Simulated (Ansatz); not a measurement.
Zr, DFT, LDA, all-electron PAW with datasets made for the crystal, scalar-relativistic (Ansatz 0.2.0), run on 1 thread of Intel(R) Xeon(R) 6975P-C (Granite Rapids) on a shared host.

The geometry is COD entry 9008523, unchecked; take it as a test cell. The listed cell was then made from it by scaling, straining or moving an atom.

Command: `ansatz run input.yaml --threads 1 --pin off --max-ram 3072MiB --backend cpu --events-out ev --progress --plain --runs-dir out`

```yaml
crystal:
  lattice:
    - [3.2319982225, 0.0323199822, 0.0323199822]
    - [-1.5880091855, 2.7828325745, 0.0118299345]
    - [0.05147, 0.05147, 5.147]
  atoms:
    - { symbol: Zr, position: [0.3333333333, 0.6666666667, 0.25] }
    - { symbol: Zr, position: [0.6666666667, 0.3333333333, 0.75] }
kpoints:
  mp_grid: { grid: [13, 13, 7] }
scf:
  occupations: { method: fermi_dirac, width: 0.03 }
hamiltonian:
  xc: lda
  pseudopotentials: { kind: all_electron, datasets: crystal }
output:
  forces: true
  stress: true
  eigenvalues: true
  efg: { contact_densities: true }
```

**Question.** How large is the problem that the program sets up?

**Answer.** 592 irreducible k-points, 389 plane waves at Γ, 21 bands.

**Question.** About how long does it take, and how much memory does it use?

**Answer.** 35 s of wall time for 7 SCF iterations, with a peak of 1.2 GiB. Times on shared machines scatter by tens of per cent.

**Question.** And the same cell and mesh by PAW (frozen-core files), asked for forces, stress, eigenvalues, efg, write_density, write_potential, elf, on the same hardware?

**Answer.** 13 s, peak memory 0.67 GiB.
